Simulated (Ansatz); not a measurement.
# Li₂O: sound and stiffness along [100], [110] and [111]

All numbers below come from Ansatz, DFT PBEsol, scalar-relativistic, plane waves, PAW. Cutoff 420 eV, 8×8×8 k-points (Γ-centred), fixed occupations. No spin polarisation.

Equilibrium structure at this level:
```
Li O
1.0
     0.00000    2.28993    2.28993
     2.28993    0.00000    2.28993
     2.28993    2.28993    0.00000
Li O
2 1
Direct
  0.25000 0.25000 0.25000
  0.75000 0.75000 0.75000
  0.00000 0.00000 0.00000
```

With ions relaxed, on the cubic axes: C11 = 209.2, C12 = 19.6, C44 = 58.5 GPa. The density is 2.066 g/cm³.

Problem. Is the crystal stable against strain, and how anisotropic is it?

Solution. Born's conditions hold: C11 + 2C12 = 248.4, C11 − C12 = 189.6 and C44 = 58.5 GPa are all positive. B = (C11 + 2C12)/3 = 82.8 GPa. The two shear moduli are C44 and C′ = (C11 − C12)/2 = 94.8 GPa, so Zener's ratio is A = C44/C′ = 0.62: the shear C44 is the soft one, as in NaCl, KCl, the halide perovskites and the bcc metals V, Nb, Cr and Mo. The Cauchy pressure C12 − C44 is -38.9 GPa; it would vanish for pair forces between atoms on inversion centres at zero pressure, and a negative value is usual with directional bonding, though many-body forces give one in some ionic oxides too.

Problem. Give the sound speeds along the three symmetry directions.

Solution. The Christoffel equation gives ρv² for each branch:
```tsv
direction	branch	ρv²	GPa	v (m/s)
[100]	L	C11	209.2	10063
[100]	T (×2)	C44	58.5	5324
[110]	L	(C11 + C12 + 2C44)/2	173.0	9150
[110]	T, u ∥ [001]	C44	58.5	5324
[110]	T, u ∥ [1-10]	(C11 − C12)/2	94.8	6774
[111]	L	(C11 + 2C12 + 4C44)/3	160.9	8825
[111]	T (×2)	(C11 − C12 + C44)/3	82.7	6327
```

Problem. How does Young's modulus depend on direction?

Solution. Inverting gives S11 = 4.858, S12 = -0.417, S44 = 17.079 TPa⁻¹. Along a unit vector (l, m, n), 1/E = S11 − 2(S11 − S12 − S44/2)(l²m² + m²n² + n²l²), where the last bracket is 0, 1/4 and 1/3 for [100], [110] and [111]: E = 206, 154 and 142 GPa. With A < 1 the cube edge is stiffest. For a film on (001), the biaxial modulus is C11 + C12 − 2C12²/C11 = 225 GPa and the normal strain is −2C12/C11 = -0.19 times the in-plane one.

Cost: 2 runs of about 0.4 core-minutes in all, on Arm Neoverse V1 (shared hosts).